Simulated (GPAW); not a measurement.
# Ge (Pm-3m) in GPAW: convergence with k mesh

Aim: find how far k mesh must go before the results for Ge settle, at LDA. This setting moves, with any that are tied to it; all else stays.

All numbers are computed with GPAW 26.7.0; they aren't measurements. Logs are shortened: lines on timing, memory, paths and dates and some standing lists are left out, and cuts for length are marked. The log counts tension as positive stress, the text compression.

## Step 1: The structure

Symmetry: Pm-3m, No. 221, cubic system. Conventional cell: a = 2.710 Å, b = 2.710 Å, c = 2.710 Å, α = 90.00°, β = 90.00°, γ = 90.00°. Ge (site symmetry m-3m) has 6 Ge at 2.71 Å as nearest neighbours.

The cell was built by a generator and needn't be a form met in nature.

## Step 2: With k mesh 2 × 2 × 2

The input, run.py:

```python
from ase.dft.bandgap import bandgap
from ase.io import read, write
from ase.units import GPa
from gpaw import GPAW, PW

atoms = read('POSCAR')

calc = GPAW(mode=PW(600),
            xc='LDA',
            kpts={'size': (2, 2, 2), 'gamma': True},
            occupations={'name': 'fermi-dirac', 'width': 0.05},
            nbands=8,
            convergence={'density': 1e-05, 'energy': 1e-05},
            maxiter=100,
            txt='gpaw.txt')
atoms.calc = calc
energy = atoms.get_potential_energy()
forces = atoms.get_forces()
stress = atoms.get_stress()
calc.write('gs.gpw')
write('result.traj', atoms)
print(f'Energy: {energy:.6f} eV')
print('Forces (eV/A):')
print(forces.round(4))
print('Stress (GPa):', (stress / GPa).round(3))
print('Fermi level:', round(calc.get_fermi_level(), 4), 'eV')
print(f'Gap: {bandgap(calc)[0]:.4f} eV, direct: {bandgap(calc, direct=True)[0]:.4f} eV')
```

The input, POSCAR:

```
Ge
1.0
    2.7104700000      0.0000000000      0.0000000000
    0.0000000000      2.7104700000      0.0000000000
    0.0000000000      0.0000000000      2.7104700000
Ge
1
Direct
    0.0000000000      0.0000000000      0.0000000000
```

Potentials or basis: the program's PAW data sets (release 1.2.1) made for this functional, pw.

Command:

```console
OMP_NUM_THREADS=1 python run.py
```

gpaw.txt:

```text
__  _  _
 | _ |_)|_||  |
 |__||  | ||/\| - 26.7.0

Input parameters:
  mode=PW(ecut=600.0),
  convergence={'density': 1e-05, 'energy': 1e-05},
  kpts=MonkhorstPack(size=(2, 2, 2), gamma=True),
  maxiter=100,
  nbands=8,
  occupations=Occupations(name='fermi-dirac', width=0.05),
  xc=XC(name='LDA')

Diagonalizing LCAO Hamiltonian
Converting LCAO to pw mode
   .------.
  /|      |
 * |      |
 | .------.
 |/      /
 Ge-----*

Atoms  # Å, Bohr magnetons
|   | symbol |        x |        y |        z |    initial magnetic moments |
|---|--------|----------|----------|----------|-----------------------------|
| 0 |     Ge | 0.000000 | 0.000000 | 0.000000 | ( 0.0000,  0.0000,  0.0000) |

Unit cell  # Å
| periodic |        x |        y |        z |  lengths |    angles |
|----------|----------|----------|----------|----------|-----------|
|      yes | 2.710470 | 0.000000 | 0.000000 | 2.710470 | 90.000000 |
|      yes | 0.000000 | 2.710470 | 0.000000 | 2.710470 | 90.000000 |
|      yes | 0.000000 | 0.000000 | 2.710470 | 2.710470 | 90.000000 |

Number of symmetries: 48
Symmetry operations  # r_c * U_cc + t_c -> r_c
|    | kind |            matrix            |
|----|------|------------------------------|
|  0 |  E   |  1, 0, 0,  0, 1, 0,  0, 0, 1 |
|  1 |  σ   |  1, 0, 0,  0, 1, 0,  0, 0,-1 |
|  2 |  σ   |  1, 0, 0,  0, 0, 1,  0, 1, 0 |
|  3 |  C4  |  1, 0, 0,  0, 0, 1,  0,-1, 0 |
|  4 |  C4  |  1, 0, 0,  0, 0,-1,  0, 1, 0 |
|  5 |  σ   |  1, 0, 0,  0, 0,-1,  0,-1, 0 |
|  6 |  σ   |  1, 0, 0,  0,-1, 0,  0, 0, 1 |
|  7 |  C2  |  1, 0, 0,  0,-1, 0,  0, 0,-1 |
|  8 |  σ   |  0, 1, 0,  1, 0, 0,  0, 0, 1 |
|  9 |  C2  |  0, 1, 0,  1, 0, 0,  0, 0,-1 |
| 10 |  C3  |  0, 1, 0,  0, 0, 1,  1, 0, 0 |
| 11 |  S6  |  0, 1, 0,  0, 0, 1, -1, 0, 0 |
| 12 |  S6  |  0, 1, 0,  0, 0,-1,  1, 0, 0 |
| 13 |  C3  |  0, 1, 0,  0, 0,-1, -1, 0, 0 |
| 14 |  C4  |  0, 1, 0, -1, 0, 0,  0, 0, 1 |
| 15 |  S4  |  0, 1, 0, -1, 0, 0,  0, 0,-1 |
| 16 |  C3  |  0, 0, 1,  1, 0, 0,  0, 1, 0 |
| 17 |  S6  |  0, 0, 1,  1, 0, 0,  0,-1, 0 |
| 18 |  σ   |  0, 0, 1,  0, 1, 0,  1, 0, 0 |
| 19 |  C4  |  0, 0, 1,  0, 1, 0, -1, 0, 0 |
| 20 |  C2  |  0, 0, 1,  0,-1, 0,  1, 0, 0 |
| 21 |  S4  |  0, 0, 1,  0,-1, 0, -1, 0, 0 |
| 22 |  S6  |  0, 0, 1, -1, 0, 0,  0, 1, 0 |
| 23 |  C3  |  0, 0, 1, -1, 0, 0,  0,-1, 0 |
| 24 |  S6  |  0, 0,-1,  1, 0, 0,  0, 1, 0 |
| 25 |  C3  |  0, 0,-1,  1, 0, 0,  0,-1, 0 |
| 26 |  C4  |  0, 0,-1,  0, 1, 0,  1, 0, 0 |
| 27 |  σ   |  0, 0,-1,  0, 1, 0, -1, 0, 0 |
| 28 |  S4  |  0, 0,-1,  0,-1, 0,  1, 0, 0 |
| 29 |  C2  |  0, 0,-1,  0,-1, 0, -1, 0, 0 |
| 30 |  C3  |  0, 0,-1, -1, 0, 0,  0, 1, 0 |
| 31 |  S6  |  0, 0,-1, -1, 0, 0,  0,-1, 0 |
| 32 |  C4  |  0,-1, 0,  1, 0, 0,  0, 0, 1 |
| 33 |  S4  |  0,-1, 0,  1, 0, 0,  0, 0,-1 |
| 34 |  S6  |  0,-1, 0,  0, 0, 1,  1, 0, 0 |
| 35 |  C3  |  0,-1, 0,  0, 0, 1, -1, 0, 0 |
| 36 |  C3  |  0,-1, 0,  0, 0,-1,  1, 0, 0 |
| 37 |  S6  |  0,-1, 0,  0, 0,-1, -1, 0, 0 |
| 38 |  σ   |  0,-1, 0, -1, 0, 0,  0, 0, 1 |
| 39 |  C2  |  0,-1, 0, -1, 0, 0,  0, 0,-1 |
| 40 |  σ   | -1, 0, 0,  0, 1, 0,  0, 0, 1 |
| 41 |  C2  | -1, 0, 0,  0, 1, 0,  0, 0,-1 |
| 42 |  C2  | -1, 0, 0,  0, 0, 1,  0, 1, 0 |
| 43 |  S4  | -1, 0, 0,  0, 0, 1,  0,-1, 0 |
| 44 |  S4  | -1, 0, 0,  0, 0,-1,  0, 1, 0 |
| 45 |  C2  | -1, 0, 0,  0, 0,-1,  0,-1, 0 |
| 46 |  C2  | -1, 0, 0,  0,-1, 0,  0, 0, 1 |
| 47 |  i   | -1, 0, 0,  0,-1, 0,  0, 0,-1 |

BZ-sampling:
  Number of BZ points: 8
  Number of IBZ points: 4

  Monkhorst-Pack size: [2, 2, 2]
  Monkhorst-Pack shift: [0.25, 0.25, 0.25]

K-points  # in reciprocal-cell coordinates
|   |                                coordinates |     weight |
|---|--------------------------------------------|------------|
| 0 | (  0.00000000,   0.00000000,   0.00000000) | 0.12500000 |
| 1 | (  0.50000000,   0.00000000,   0.00000000) | 0.37500000 |
| 2 | (  0.50000000,   0.50000000,   0.00000000) | 0.37500000 |
| 3 | (  0.50000000,   0.50000000,   0.50000000) | 0.12500000 |

Plane wave coefficients: 691
Cutoff: 600.0 eV

Spin-components: 1 (collinear spins)
Bands:           8
Projectors:      5
Spin-degeneracy: 2
Datatype:        complex128

Parallelization:
  kpt:    1
  domain: 1
  band:   1

Density:
  Valence electrons: 4.0
  Components: 1
  Grid points: [16 16 16]
  Charge: 0.0  # |e|

Potential:
  Grid points: [16 16 16]

species:
  Ge:
    name:    Germanium
    Z:       32.0
    valence: 4
    core:    28
    charge:  0.0  # [|e|]
    compensation charges:
      type: gauss
      rc: 0.32  # [Å]
      lmax: 2
    cutoffs:
      filter: 1.77  # [Å]
      core: 3.42  # [Å]
    projectors
    | kind |    occ | energy [eV] | rcut [Å] |
    |------|--------|-------------|----------|
    |   4s |  2.000 |     -11.940 |    1.005 |
    |   4p |  2.000 |      -4.047 |    1.005 |
    |    s |        |      15.272 |    1.005 |
    |    p |        |      23.164 |    1.005 |
    |    d |        |       0.000 |    1.005 |

    Using partial waves for Ge as LCAO basis

Reference energy: -57017.817714  # eV

eigensolver:
  PPCG
  Converge bands: occupied
  niter=2

density mixing:
  MSR1-Mixer
  Pratt-step length: 0.05
  Maximum mixing coefficient: 0.75
  Old densities: 10
  SVD Regularization: 0.005
  Good broyden scale: 1.0
  Trust region scale: 1.0
  Backstep threshold: 4.0
  History deletion threshold: 6.0
  Fourier metric: weight=20.0, sigma=0.015

occupation numbers:
  Fermi-Dirac:
    width: 0.0500  # eV

poisson solver:
  ecut: 4800.0  # eV

xc functional:
  name: None

convergence criteria:
- Maximum integral of absolute [dens]ity change: 1e-05 electrons / valence electron
- Maximum [total energy] change in last 3 cyles: 1e-05 eV / valence electron
- Maximum integral of absolute [eigenst]ate change: 4e-08 eV^2 / valence electron
maximum number of iterations: 100

SCF iterations
|iter     | |      energy | eigst |  dens |
|---------|-|-------------|-------|-------|
|iter:   1| |   -5.906281 | -0.71 |       |
|iter:   2| |   -5.906168 | -3.15 | -1.14 |
|iter:   3| |   -5.903164 | -3.85 | -1.17 |
|iter:   4| |   -5.902943 | -4.45 | -1.66 |
|iter:   5| |   -5.902938 | -5.89 | -2.87 |
|iter:   6| |   -5.902938c| -7.46c| -3.55 |
|iter:   7| |   -5.902938c| -8.00c| -4.43 |
|iter:   8| |   -5.902938c| -9.29c| -5.19c|

Converged in 8 steps
Energy contributions relative to reference atoms: (reference = -57017.817714)

Energy contributions:
  Kinetic:           4.619366
  Coulomb:          -4.981669
  Zero:              0.001240
  External:          0.000000
  Xc:               -5.541875
  Entropy:          -0.000000
  Spinorbit:         0.000000
  ----------------------------
  Free energy:      -5.902938
  Extrapolated:     -5.902938

dipole moment: (-8.913218, -8.913218, -8.913218)  # |e|*Ang

Fermi level: 5.163
Eigenvalues  # (at kpt = [0.000, 0.000, 0.000])
| band index |      eig [eV] | occ [0-2] |
|------------|---------------|-----------|
|          0 |        -6.011 |     2.000 |
|          1 |        13.276 |     0.000 |
|          2 |        13.276 |     0.000 |
|          3 |        13.276 |     0.000 |
|          4 |        16.731 |     0.000 |
|          5 |        16.731 |     0.000 |
|          6 |        19.121 |     0.000 |
|          7 |        32.034 |     0.000 |

No gap
No difference between direct/indirect transitions

Forces  # eV/Ang
|        x |        y |        z |
|----------|----------|----------|
| -0.00000 | -0.00000 | -0.00000 |  # Ge   0

Stress tensor  # eV/Ang^3
|        x |        y |        z |
|----------|----------|----------|
| 0.075137 | 0.000000 | 0.000000 |
| 0.000000 | 0.075137 | 0.000000 |
| 0.000000 | 0.000000 | 0.075137 |

# Writing to gs.gpw (mode='')
```

stdout:

```text
Energy: -5.902938 eV
Forces (eV/A):
[[-0. -0. -0.]]
Stress (GPa): [12.038 12.038 12.038  0.     0.     0.   ]
Fermi level: 5.1628 eV
Gap: 0.0000 eV, direct: 0.0000 eV
```

Wall time 3.5 s (1 thread of Intel Xeon Platinum 8259CL at 2.50GHz (Skylake/Cascade Lake), shared host); peak memory 0.12 GiB.

Results:

```yaml
Free_energy: -5.9029 eV
Pressure: -12.0 GPa
Band_gap_on_the_k_mesh: none (metal or under the smearing width)
```

## Step 3: With k mesh 3 × 3 × 3

Changes to run.py since step 2:

```diff
@@ -9,3 +9,3 @@
             xc='LDA',
-            kpts={'size': (2, 2, 2), 'gamma': True},
+            kpts={'size': (3, 3, 3), 'gamma': True},
             occupations={'name': 'fermi-dirac', 'width': 0.05},
```

POSCAR is that of step 2.

Potentials or basis: the program's PAW data sets (release 1.2.1) made for this functional, pw.

Command:

```console
OMP_NUM_THREADS=1 python run.py
```

It took 3.2 s on 1 thread of Intel Xeon Platinum 8259CL at 2.50GHz (Skylake/Cascade Lake), shared host; peak memory 0.12 GiB.

What came out:

| Item | Value |
| --- | --- |
| Free energy | -3.9168 eV |
| Pressure | 1.5 GPa |
| Band gap on the k mesh | none (metal or under the smearing width) |

## Step 4: With k mesh 4 × 4 × 4

Changes to run.py since step 3:

```diff
@@ -9,3 +9,3 @@
             xc='LDA',
-            kpts={'size': (3, 3, 3), 'gamma': True},
+            kpts={'size': (4, 4, 4), 'gamma': True},
             occupations={'name': 'fermi-dirac', 'width': 0.05},
```

POSCAR is that of step 3.

Command:

```console
OMP_NUM_THREADS=1 python run.py
```

Wall time 4.3 s (1 thread of Intel Xeon Platinum 8259CL at 2.50GHz (Skylake/Cascade Lake), shared host); peak memory 0.12 GiB.

Results:

```
Free energy            : -4.7987 eV
Pressure               : -4.3 GPa
Band gap on the k mesh : none (metal or under the smearing width)
```

## Step 5: With k mesh 5 × 5 × 5

Changes to run.py since step 4:

```diff
@@ -9,3 +9,3 @@
             xc='LDA',
-            kpts={'size': (4, 4, 4), 'gamma': True},
+            kpts={'size': (5, 5, 5), 'gamma': True},
             occupations={'name': 'fermi-dirac', 'width': 0.05},
```

POSCAR is that of step 4.

Command:

```console
OMP_NUM_THREADS=1 python run.py
```

Wall time 4.7 s (1 thread of Intel Xeon Platinum 8259CL at 2.50GHz (Skylake/Cascade Lake), shared host); peak memory 0.12 GiB.

The run converged. Its results:

```yaml
Free_energy: -5.1225 eV
Pressure: -4.3 GPa
Band_gap_on_the_k_mesh: none (metal or under the smearing width)
```

## Step 6: With k mesh 6 × 6 × 6

Changes to run.py since step 5:

```diff
@@ -9,3 +9,3 @@
             xc='LDA',
-            kpts={'size': (5, 5, 5), 'gamma': True},
+            kpts={'size': (6, 6, 6), 'gamma': True},
             occupations={'name': 'fermi-dirac', 'width': 0.05},
```

POSCAR is that of step 5.

Potentials or basis: the program's PAW data sets (release 1.2.1) made for this functional, pw.

Command:

```console
OMP_NUM_THREADS=1 python run.py
```

Wall time 4.2 s (1 thread of Intel Xeon Platinum 8259CL at 2.50GHz (Skylake/Cascade Lake), shared host); peak memory 0.12 GiB.

Results (log left out):

| Property | Result |
| --- | --- |
| Free energy | -4.9817 eV |
| Pressure | -5.4 GPa |
| Band gap on the k mesh | none (metal or under the smearing width) |

## Step 7: With k mesh 7 × 7 × 7

Changes to run.py since step 6:

```diff
@@ -9,3 +9,3 @@
             xc='LDA',
-            kpts={'size': (6, 6, 6), 'gamma': True},
+            kpts={'size': (7, 7, 7), 'gamma': True},
             occupations={'name': 'fermi-dirac', 'width': 0.05},
```

POSCAR is that of step 6.

Command:

```console
OMP_NUM_THREADS=1 python run.py
```

It took 3.9 s on 1 thread of Intel Xeon Platinum 8259CL at 2.50GHz (Skylake/Cascade Lake), shared host; peak memory 0.12 GiB.

It converged, with:

- Free energy: -4.9895 eV
- Pressure: -5.4 GPa
- Band gap on the k mesh: none (metal or under the smearing width)

## Step 8: With k mesh 9 × 9 × 9

Changes to run.py since step 7:

```diff
@@ -9,3 +9,3 @@
             xc='LDA',
-            kpts={'size': (7, 7, 7), 'gamma': True},
+            kpts={'size': (9, 9, 9), 'gamma': True},
             occupations={'name': 'fermi-dirac', 'width': 0.05},
```

POSCAR is that of step 7.

Command:

```console
OMP_NUM_THREADS=1 python run.py
```

It took 7.5 s on 1 thread of Intel Xeon Platinum 8259CL at 2.50GHz (Skylake/Cascade Lake), shared host; peak memory 0.12 GiB.

Results (log left out):

- Free energy: -4.9788 eV
- Pressure: -4.8 GPa
- Band gap on the k mesh: none (metal or under the smearing width)

## Step 9: With k mesh 11 × 11 × 11

Changes to run.py since step 8:

```diff
@@ -9,3 +9,3 @@
             xc='LDA',
-            kpts={'size': (9, 9, 9), 'gamma': True},
+            kpts={'size': (11, 11, 11), 'gamma': True},
             occupations={'name': 'fermi-dirac', 'width': 0.05},
```

POSCAR is that of step 8.

Potentials or basis: the program's PAW data sets (release 1.2.1) made for this functional, pw.

Command:

```console
OMP_NUM_THREADS=1 python run.py
```

It took 11 s on 1 thread of Intel Xeon Platinum 8259CL at 2.50GHz (Skylake/Cascade Lake), shared host; peak memory 0.13 GiB.

Results (log left out):

- Free energy: -4.9727 eV
- Pressure: -5.0 GPa
- Band gap on the k mesh: none (metal or under the smearing width)

## Step 10: With k mesh 13 × 13 × 13

Changes to run.py since step 9:

```diff
@@ -9,3 +9,3 @@
             xc='LDA',
-            kpts={'size': (11, 11, 11), 'gamma': True},
+            kpts={'size': (13, 13, 13), 'gamma': True},
             occupations={'name': 'fermi-dirac', 'width': 0.05},
```

POSCAR is that of step 9.

Command:

```console
OMP_NUM_THREADS=1 python run.py
```

Wall time 13 s (1 thread of Intel Xeon Platinum 8259CL at 2.50GHz (Skylake/Cascade Lake), shared host); peak memory 0.13 GiB.

Results (log left out):

```
Free energy            : -4.9895 eV
Pressure               : -5.1 GPa
Band gap on the k mesh : none (metal or under the smearing width)
```

## Step 11: Result

```csv
k mesh,"energy less the tightest run, at zero smearing (meV/atom)",pressure (GPa),SCF cycles,CPU time (s),peak memory (GiB)
2 × 2 × 2,-915.68,-12.04,8,3.5,0.12
3 × 3 × 3,1083.00,1.47,8,3.2,0.12
4 × 4 × 4,192.46,-4.33,8,4.3,0.12
5 × 5 × 5,-133.57,-4.31,8,4.7,0.12
6 × 6 × 6,9.31,-5.45,8,4.2,0.12
7 × 7 × 7,0.00,-5.35,8,3.9,0.12
9 × 9 × 9,10.89,-4.84,8,7.5,0.12
11 × 11 × 11,16.56,-4.96,8,11,0.13
13 × 13 × 13,0.00,-5.06,8,13,0.13
```

Against the tightest run, the pressure stays within 0.1 GPa from 11 × 11 × 11 on. Not settled before the last step: the energy (to 1 meV/atom). Meshes of other sizes hit other points, so gaps and Fermi surfaces needn't settle smoothly. The tightest run that finished is the yardstick and may itself not be fully converged.
